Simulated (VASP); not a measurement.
# BaH4 (R-3m) in VASP: settings compared

Aim: see how the results for BaH4 move with the level of theory and the settings. Levels: PBE, PBE+D2, PBE+D3, PBE+D3(BJ). Tasks: relaxation of cell and atoms.

All numbers are computed with VASP 6.6.1; they aren't measurements. Logs are shortened: lines on timing, memory, paths and dates and some standing lists are left out, and cuts for length are marked.

## 1. The crystal as given

The structure is trigonal, space group R-3m (No. 166). The conventional cell has a = 4.582 Å, b = 4.582 Å, c = 10.609 Å, α = 90.00°, β = 90.00°, γ = 120.00°. Around Ba (site symmetry -3m) lie 14 H at 2.75 to 2.98 Å. H (site symmetry 3m) has 1 H at 2.17 Å as nearest neighbours. Around H (site symmetry 3m) lie 1 H at 0.77 Å.

The cell was built by a generator and needn't be a form met in nature.

## 2. Relaxation of cell and atoms, PBE

INCAR reads:

```
PREC = Accurate ; ENCUT = 600
EDIFF = 1E-6 ; ISMEAR = -1
SIGMA = 0.05 ; LREAL = False
LASPH = True ; NELM = 80
ALGO = Normal ; ISIF = 3
LWAVE = False ; LCHARG = False
GGA = PE ; IBRION = 2
NSW = 60 ; EDIFFG = -0.01
```

KPOINTS reads:

```
Automatic mesh
0
Gamma
  5 5 5
```

POSCAR reads:

```
BaH4
1.0
    2.2908200000      1.3226000000      3.5362500000
   -2.2908200000      1.3226000000      3.5362500000
    0.0000000000     -2.6452100000      3.5362500000
Ba H
1 4
Direct
    0.0000000000      0.0000000000      0.0000000000
    0.7408700000      0.7408700000      0.7408700000
    0.2591300000      0.2591300000      0.2591300000
    0.4636900000      0.4636900000      0.4636900000
    0.5363100000      0.5363100000      0.5363100000
```

Potentials or basis: VASP PAW PBE potentials, release 64 (Ba_sv, H).

Run with:

```console
$ cat potpaw_PBE.64/Ba_sv/POTCAR potpaw_PBE.64/H/POTCAR > POTCAR
$ mpirun -np 1 vasp_std > vasp.out
```

OUTCAR:

```text
PREC = Accurate
   ENCUT = 600
   EDIFF = 1E-6
   ISMEAR = -1
   LREAL = False
   LASPH = True
   NELM = 80
   ISIF = 3
   GGA = PE
   IBRION = 2
   NSW = 60
   EDIFFG = -0.01

 ion  position               nearest neighbor table
   1  0.000  0.000  0.000-   2 2.75   3 2.75   2 2.76   3 2.76   2 2.76   2 2.76   3 2.76   3 2.76

   2  0.741  0.741  0.741-   1 2.75   1 2.76   1 2.76   1 2.76
   3  0.259  0.259  0.259-   1 2.75   1 2.76   1 2.76   1 2.76
   4  0.464  0.464  0.464-   5 0.77
   5  0.536  0.536  0.536-   4 0.77

  LATTYP: Found a trigonal (rhomboedric) cell.
 ALAT       =     4.4161285188
 COS(alpha) =     0.4618188031

  Lattice vectors:

 A1 = (   2.2908200000,   1.3226000000,   3.5362500000)
 A2 = (  -2.2908200000,   1.3226000000,   3.5362500000)
 A3 = (   0.0000000000,  -2.6452100000,   3.5362500000)

Analysis of symmetry for initial positions (statically):
=====================================================================
 Subroutine PRICEL returns:
 Original cell was already a primitive cell.

 Routine SETGRP: Setting up the symmetry group for a
 trigonal (rhombohedral) supercell.

 Subroutine GETGRP returns: Found 12 space group operations
 (whereof 12 operations were pure point group operations)
 out of a pool of 12 trial point group operations.

The static configuration has the point symmetry D_3d.

Analysis of symmetry for dynamics (positions and initial velocities):
=====================================================================
 Subroutine PRICEL returns:
 Original cell was already a primitive cell.

 Routine SETGRP: Setting up the symmetry group for a
 trigonal (rhombohedral) supercell.

 Subroutine GETGRP returns: Found 12 space group operations
 (whereof 12 operations were pure point group operations)
 out of a pool of 12 trial point group operations.

The dynamic configuration has the point symmetry D_3d.

 Subroutine INISYM returns: Found 12 space group operations
 (whereof 12 operations are pure point group operations),
 and found     1 'primitive' translations

----------------------------------------------------------------------------------------

                                     Primitive cell

  volume of cell :      64.2858

  direct lattice vectors                    reciprocal lattice vectors
     2.290820000  1.322600000  3.536250000     0.218262456  0.126014098  0.094261931
    -2.290820000  1.322600000  3.536250000    -0.218262456  0.126014098  0.094261931
     0.000000000 -2.645210000  3.536250000     0.000000000 -0.252028197  0.094261575

  length of vectors
     4.416128519  4.416128519  4.416129528     0.269078733  0.269078733  0.269078904

  position of ions in fractional coordinates (direct lattice)
     0.000000000  0.000000000  0.000000000
     0.740870000  0.740870000  0.740870000
     0.259130000  0.259130000  0.259130000
     0.463690000  0.463690000  0.463690000
     0.536310000  0.536310000  0.536310000

  ion indices of the primitive-cell ions
   primitive index   ion index
                 1           1
                 2           2
                 3           3
                 4           4
                 5           5

----------------------------------------------------------------------------------------

 KPOINTS: Automatic mesh

Automatic generation of k-mesh.
 Grid dimensions read from file:
 generate k-points for:    5    5    5

 Generating k-lattice:

  Cartesian coordinates                     Fractional coordinates (reciprocal lattice)
     0.043652491  0.025202820  0.018852386     0.200000000  0.000000000  0.000000000
    -0.043652491  0.025202820  0.018852386     0.000000000  0.200000000  0.000000000
     0.000000000 -0.050405639  0.018852315     0.000000000  0.000000000  0.200000000

  Length of vectors
     0.053815747  0.053815747  0.053815781

  Shift w.r.t. Gamma in fractional coordinates (k-lattice)
     0.000000000  0.000000000  0.000000000

 Subroutine IBZKPT returns following result:
 ===========================================

 Found     19 irreducible k-points:

 Following reciprocal coordinates:
            Coordinates               Weight
  0.000000  0.000000  0.000000      1.000000
  0.200000  0.000000  0.000000      6.000000
  0.400000 -0.000000 -0.000000      6.000000
  0.200000  0.200000  0.000000      6.000000
  0.400000  0.200000 -0.000000     12.000000
 -0.400000  0.200000  0.000000     12.000000
[... 11 lines left out ...]
  0.400000  0.400000  0.400000      2.000000
 -0.400000  0.400000  0.400000      6.000000
   k-points           NKPTS =     19   k-points in BZ     NKDIM =     19   number of bands    NBANDS=     11
   number of dos      NEDOS =    301   number of ions     NIONS =      5
   total plane-waves  NPLWV =  46656
   dimension x,y,z NGX =    36 NGY =   36 NGZ =   36
   dimension x,y,z NGXF=    72 NGYF=   72 NGZF=   72
   ions per type =               1   4
   NGX,Y,Z   is equivalent  to a cutoff of  13.55, 13.55, 13.55 a.u.
   NGXF,Y,Z  is equivalent  to a cutoff of  27.10, 27.10, 27.10 a.u.
 SYSTEM =  unknown system
   PREC   = accura    normal or accurate (medium, high low for compatibility)
   ISTART =      0    job   : 0-new  1-cont  2-samecut
   ICHARG =      2    charge: 1-file 2-atom 10-const
   ISPIN  =      1    spin polarized calculation?
   LNONCOLLINEAR =      F non collinear calculations
   LSORBIT =      F    spin-orbit coupling
   LASPH  =      T    aspherical Exc in radial PAW
   ENCUT  =  600.0 eV  44.10 Ry    6.64 a.u.   8.82  8.82  8.82*2*pi/ulx,y,z
   NELM   =     80;   NELMIN=  2; NELMDL= -5     # of ELM steps
   EDIFF  = 0.1E-05   stopping-criterion for ELM
   LREAL  =      F    real-space projection
   EDIFFG = -.1E-01   stopping-criterion for IOM
   NSW    =     60    number of steps for IOM
   IBRION =      2    ionic relax: 0-MD 1-quasi-New 2-CG
   NFREE  =      1    steps in history (QN), initial steepest desc. (CG)
   ISIF   =      3    stress and relaxation
   ISYM   =      2    0-nonsym 1-usesym 2-fastsym
   POTIM  = 0.5000    time-step for ionic-motion
   TEBEG  =    0.0;   TEEND  =   0.0 temperature during run
   PSTRESS=    0.0 pullay stress
   NELECT =      14.0000    total number of electrons
   NUPDOWN=      -1.0000    fix difference up-down
   EMIN   =  10.00;   EMAX   =-10.00  energy-range for DOS
   EFERMI =   0.00;   METHOD = LEGACY
   ISMEAR =    -1;   SIGMA  =   0.05  broadening in eV -4-tet -1-fermi 0-gaus
   EFERMI_NEDOS =   21; number of points for ismear=-14 and -15
   IALGO  =     38    algorithm
   IMIX   =      4    mixing-type and parameters
     AMIX     =   0.40;   BMIX     =  1.00
     AMIX_MAG =   1.60;   BMIX_MAG =  1.00
  volume/ion in A,a.u.               =      12.86        86.76
  Fermi-wavevector in a.u.,A,eV,Ry     =   0.984946  1.861279 13.199275  0.970119
  Thomas-Fermi vector in A             =   2.116217
   LORBIT       =      0    0 simple, 1 ext, 2 COOP (PROOUT), +10 PAW based schemes
   GGA     = PE    functional components
   LHFCALC =     F    Hartree Fock is set to
   AEXX    =    0.0000 exact exchange contribution
   IVDW    =     0    specifies the selected vdW correction
   LEPSILON=     F    determine dielectric tensor
   LRPA    =     F    only Hartree local field effects (RPA)
 conjugate gradient relaxation of ions
 non-spin polarized calculation
  energy-cutoff  :      600.00
  volume of cell :       64.29
 maximum number of plane-waves:      2156
   NGX = 17   NGY = 17   NGZ = 17

--------------------------------------- Ionic step        1  -------------------------------------------

 number of electron      14.0000000 magnetization

 Free energy of the ion-electron system (eV)
  ---------------------------------------------------
  ext. energy  EPLUGINS =         0.00000000
  ---------------------------------------------------
  free energy    TOTEN  =       -16.78818569 eV

  energy without entropy =      -16.78818569  energy(sigma->0) =      -16.78818569

------------------------ aborting loop because EDIFF is reached ----------------------------------------

  FORCE on cell =-STRESS in cart. coord.  units (eV):
  Direction    XX          YY          ZZ          XY          YZ          ZX
  --------------------------------------------------------------------------------------
  -------------------------------------------------------------------------------------
  Total        0.1986073      0.1986067      0.1682848     -0.0000000     -0.0000002      0.0000000
  in kB        4.9498388      4.9498222      4.1941184     -0.0000000     -0.0000040      0.0000000
  external PRESSURE =       4.6979265 kB  Pullay stress =       0.0000000 kB
[... 141 lines left out ...]
  energy  without entropy=      -16.7890328257  energy(sigma->0) =      -16.78903283

--------------------------------------- Ionic step        5  -------------------------------------------

 number of electron      14.0000000 magnetization

 Free energy of the ion-electron system (eV)
  ---------------------------------------------------
  ext. energy  EPLUGINS =         0.00000000
  ---------------------------------------------------
  free energy    TOTEN  =       -16.78978329 eV

  energy without entropy =      -16.78978329  energy(sigma->0) =      -16.78978329

 E-fermi :   1.4401     XC(G=0):  -8.3664

 val. band max:        0.4735377803   @ k =   0.0000   0.0000   0.0000
 cond. band min:       3.0773120482   @ k =   0.4000  -0.0000  -0.0000
 fundamental gap:      2.6037742679
 Fermi energy:         1.4400844308

 k-point     1 :       0.0000    0.0000    0.0000
  band No.  band energies     occupation
      1     -26.3805      2.00000
      2     -11.3855      2.00000
      3     -11.3855      2.00000
      4     -11.3622      2.00000
      5      -7.1506      2.00000
      6      -1.1767      2.00000
      7       0.4735      2.00000
      8       3.6148      0.00000
      9       3.6149      0.00000
     10       4.0417      0.00000
     11       5.5523      0.00000
[... 282 lines left out ...]
  FREE ENERGIE OF THE ION-ELECTRON SYSTEM (eV)
  ---------------------------------------------------
  free  energy   TOTEN  =       -16.7897832863 eV

  energy  without entropy=      -16.7897832863  energy(sigma->0) =      -16.78978329

 reached required accuracy - stopping structural energy minimisation
```

Run time: 49 s. Hardware: 1 thread of Intel Xeon Platinum 8488C (Sapphire Rapids), shared host; peak memory 0.21 GiB.

Results:

- Free energy: -16.7898 eV
- Relaxed volume: 13.06 Å³/atom
- Relaxed cell: a = 4.439 Å, b = 4.439 Å, c = 4.439 Å, α = 62.52°, β = 62.52°, γ = 62.52°
- Space group after relaxing (to 0.05 Å): R-3m (No. 166)
- Energy gained by relaxing: 0.3 meV/atom
- Ionic steps: 5
- Pressure after relaxing: 0.0 GPa
- Largest force after relaxing: 0.005 eV/Å
- Band gap on the k mesh: 2.60 eV, indirect (least direct gap 3.14 eV)

Forces on the atoms (eV/Å):
```
Ba   0.000  0.000  0.000
H    0.000  0.000  0.004
H    0.000  0.000 -0.004
H    0.000  0.000  0.005
H    0.000  0.000 -0.005
```

Step by step:
| step | energy change (eV) | largest force (eV/Å) | pressure (GPa) | volume (Å³) |
| --- | --- | --- | --- | --- |
| 1 | 0.0000 | 0.0277 | 0.47 | 64.29 |
| 2 | -0.0009 | 0.0093 | 0.33 | 64.64 |
| 3 | -0.0015 | 0.0722 | 0.10 | 65.22 |
| 4 | -0.0008 | 0.1945 | -0.24 | 65.58 |
| 5 | -0.0016 | 0.0047 | 0.01 | 65.32 |

Final structure:
```
Ba H
1.0
     2.30345    1.32989    3.55398
    -2.30345    1.32989    3.55398
     0.00000   -2.65980    3.55398
Ba H
1 4
Direct
  0.00000 0.00000 0.00000
  0.74086 0.74086 0.74086
  0.25914 0.25914 0.25914
  0.46393 0.46393 0.46393
  0.53607 0.53607 0.53607
```

Levels at points of the mesh, in eV from the valence-band top:
```csv
k point,band 4,band 5,band 6,band 7,band 8,band 9,band 10,band 11
"(0.00, 0.00, 0.00)",-11.84,-7.62,-1.65,0.00,3.14,3.14,3.57,5.08
```

Caveat: spin-orbit coupling is left out, which moves the levels of the heavy elements; an odd mesh through Γ misses points on the zone boundary, where band edges often lie.

## 3. Relaxation of cell and atoms, PBE+D2

INCAR: that of step 2 with these lines changed.

```diff
@@ -6,3 +6,4 @@
 LWAVE = False ; LCHARG = False
-GGA = PE ; IBRION = 2
-NSW = 60 ; EDIFFG = -0.01
+GGA = PE ; IVDW = 1
+IBRION = 2 ; NSW = 60
+EDIFFG = -0.01
```

KPOINTS is that of step 2.

POSCAR is that of step 2.

Potentials or basis: VASP PAW PBE potentials, release 64 (Ba_sv, H).

Run with:

```console
$ cat potpaw_PBE.64/Ba_sv/POTCAR potpaw_PBE.64/H/POTCAR > POTCAR
$ mpirun -np 1 vasp_std > vasp.out
```

Run time: 2.4 min. Hardware: 1 thread of Intel Xeon Platinum 8488C (Sapphire Rapids), shared host; peak memory 0.21 GiB.

It converged, with:

* Free energy: -19.8308 eV
* Relaxed volume: 9.91 Å³/atom
* Relaxed cell: a = 4.005 Å, b = 4.005 Å, c = 4.005 Å, α = 64.10°, β = 64.10°, γ = 64.10°
* Space group after relaxing (to 0.05 Å): R-3m (No. 166)
* Energy gained by relaxing: 89.7 meV/atom
* Ionic steps: 18
* Pressure after relaxing: -0.1 GPa
* Band gap on the k mesh: 2.68 eV, direct
* Dispersion energy per atom: -0.714 eV

Forces on the atoms (eV/Å):
```
Ba   0.000  0.000  0.000
H    0.000  0.000  0.002
H    0.000  0.000 -0.002
H    0.000  0.000 -0.002
H    0.000  0.000  0.002
```

Stress tensor (GPa, compression positive):
```
-0.10  0.00  0.00
 0.00 -0.10  0.00
 0.00  0.00  0.00
```

Step by step:
| step | energy change (eV) | largest force (eV/Å) | pressure (GPa) | volume (Å³) |
| --- | --- | --- | --- | --- |
| 1 | 0.0000 | 0.0478 | -8.02 | 64.29 |
| 2 | -0.2427 | 0.8776 | -5.28 | 58.48 |
| 3 | -0.3517 | 1.9364 | -1.58 | 53.25 |
| 4 | -0.4310 | 0.2741 | -1.01 | 50.58 |
| 5 | -0.4312 | 0.1986 | -1.05 | 50.70 |
| 6 | -0.4353 | 0.1243 | -0.50 | 50.16 |
| 7 | -0.4377 | 0.1082 | 0.36 | 49.37 |
| 8 | -0.4390 | 0.1055 | 0.31 | 49.44 |
| 9 | -0.4416 | 0.1908 | 0.20 | 49.64 |
| 10 | -0.4403 | 0.5035 | 0.00 | 50.05 |
| 11 | -0.4421 | 0.2962 | 0.14 | 49.78 |
| 12 | -0.4427 | 0.2615 | 0.06 | 49.82 |
| 13 | -0.4441 | 0.1607 | -0.14 | 49.92 |
| 14 | -0.4452 | 0.0759 | -0.53 | 50.12 |
| 15 | -0.4454 | 0.0723 | -0.50 | 50.09 |
| 16 | -0.4462 | 0.0617 | -0.44 | 50.01 |
| 17 | -0.4473 | 0.0404 | -0.32 | 49.85 |
| 18 | -0.4483 | 0.0022 | -0.06 | 49.54 |

Final structure:
```yaml
crystal:
  lattice:
    - [2.12547, 1.22714, 3.16550]
    - [-2.12547, 1.22714, 3.16550]
    - [0.00000, -2.45428, 3.16550]
  atoms:
    - { symbol: Ba, position: [0.00000, 0.00000, 0.00000] }
    - { symbol: H, position: [0.73330, 0.73330, 0.73330] }
    - { symbol: H, position: [0.26670, 0.26670, 0.26670] }
    - { symbol: H, position: [0.45918, 0.45918, 0.45918] }
    - { symbol: H, position: [0.54082, 0.54082, 0.54082] }
```

Levels at points of the mesh, in eV from the valence-band top:
| k point | band 3 | band 4 | band 5 | band 6 | band 7 | band 8 | band 9 | band 10 | band 11 |
| --- | --- | --- | --- | --- | --- | --- | --- | --- | --- |
| (0.00, 0.00, 0.00) | -11.05 | -10.94 | -8.28 | -1.01 | -0.04 | 3.13 | 3.13 | 4.12 | 5.91 |

Caveat: the volume moved by over 15 % at a fixed basis, so the end points are rough; spin-orbit coupling is left out, which moves the levels of the heavy elements; an odd mesh through Γ misses points on the zone boundary, where band edges often lie.

## 4. Relaxation of cell and atoms, PBE+D3

INCAR: that of step 3 with these lines changed.

```diff
@@ -6,3 +6,3 @@
 LWAVE = False ; LCHARG = False
-GGA = PE ; IVDW = 1
+GGA = PE ; IVDW = 11
 IBRION = 2 ; NSW = 60
```

KPOINTS is that of step 3.

POSCAR is that of step 3.

Run with:

```console
$ cat potpaw_PBE.64/Ba_sv/POTCAR potpaw_PBE.64/H/POTCAR > POTCAR
$ mpirun -np 1 vasp_std > vasp.out
```

Run time: 32 s. Hardware: 1 thread of Intel Xeon Platinum 8488C (Sapphire Rapids), shared host; peak memory 0.22 GiB.

The run converged. Its results:

* Free energy: -17.1780 eV
* Relaxed volume: 12.80 Å³/atom
* Relaxed cell: a = 4.408 Å, b = 4.408 Å, c = 4.408 Å, α = 62.56°, β = 62.56°, γ = 62.56°
* Space group after relaxing (to 0.05 Å): R-3m (No. 166)
* Energy gained by relaxing: 0.0 meV/atom
* Ionic steps: 5
* Pressure after relaxing: 0.0 GPa
* Largest force after relaxing: 0.004 eV/Å
* Band gap on the k mesh: 2.60 eV, indirect (least direct gap 3.11 eV)
* Dispersion energy per atom: -0.078 eV

Forces on the atoms (eV/Å):
```
Ba   0.000  0.000  0.000
H    0.000  0.000 -0.001
H    0.000  0.000  0.001
H    0.000  0.000 -0.004
H    0.000  0.000  0.004
```

Step by step:
| step | energy change (eV) | largest force (eV/Å) | pressure (GPa) | volume (Å³) |
| --- | --- | --- | --- | --- |
| 1 | 0.0000 | 0.0409 | -0.15 | 64.29 |
| 2 | 0.0001 | 0.1005 | 0.00 | 64.18 |
| 3 | -0.0001 | 0.0185 | -0.09 | 64.24 |
| 4 | -0.0001 | 0.0130 | -0.05 | 64.16 |
| 5 | -0.0002 | 0.0040 | 0.01 | 64.02 |

Final structure:
```xyz
5
Lattice="2.2888 1.3214 3.5280 -2.2888 1.3214 3.5280 0.0000 -2.6429 3.5280" Properties=species:S:1:pos:R:3 pbc="T T T"
Ba    0.0000    0.0000    0.0000
H     0.0000    0.0000    7.8417
H     0.0000    0.0000    2.7423
H     0.0000    0.0000    4.9074
H     0.0000    0.0000    5.6765
```

Levels at points of the mesh, in eV from the valence-band top:
```csv
k point,band 5,band 6,band 7,band 8,band 9,band 10
"(0.00, 0.00, 0.00)",-7.68,-1.63,0.00,3.15,3.15,3.59
```

Caveat: spin-orbit coupling is left out, which moves the levels of the heavy elements; an odd mesh through Γ misses points on the zone boundary, where band edges often lie.

(Continued in part 2 of 2.)
